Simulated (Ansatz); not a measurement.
W under changes of volume

One of the cells (16.731 Å³/atom); the others are scaled copies at fixed shape and fractional positions:

```
W
1.0
     0.00000    2.03000    2.03000
     2.03000    0.00000    2.03000
     2.03000    2.03000    0.00000
W
1
Direct
  0.00000 0.00000 0.00000
```

This isn't the form of W at room conditions, which is bcc.

```yaml
Program: Ansatz 0.2.0
Functional: PBE
Potentials_or_basis: all-electron LAPW, scalar-relativistic
Cutoff: 274 eV (chosen from the basis error)
Basis_error_allowed: 0.0005 eV/atom
k_mesh: 11 × 11 × 11
Occupations: fermi-dirac, width 0.05 eV
Spin: no spin polarisation
```

```tsv
volume (Å³/atom)	energy over the lowest point (meV/atom)	pressure (GPa)
15.727	30.99	14.4
16.062	8.45	7.3
16.396	0.00	1.0
16.731	?	?
17.065	19.79	-9.8
17.400	45.51	-14.4
17.735	80.28	-18.5
```

Q: What does the run at 16.731 Å³/atom give?

A: Energy over the lowest point 4.22 meV/atom; pressure -4.7 GPa.

Worked out: A Birch-Murnaghan fit of order 3 (a polynomial in V^(-2/3)) to the other rows has its minimum at 16.45 Å³/atom with B0 = V·E''(V) = 293 GPa and B' = 4.5. It gives 4.27 meV/atom at 16.731 Å³/atom, against the run's 4.22, and -dE/dV = -4.8 GPa, against -4.7.

Energies are extrapolated to zero smearing.

The runs don't all hold the same shells in valence.
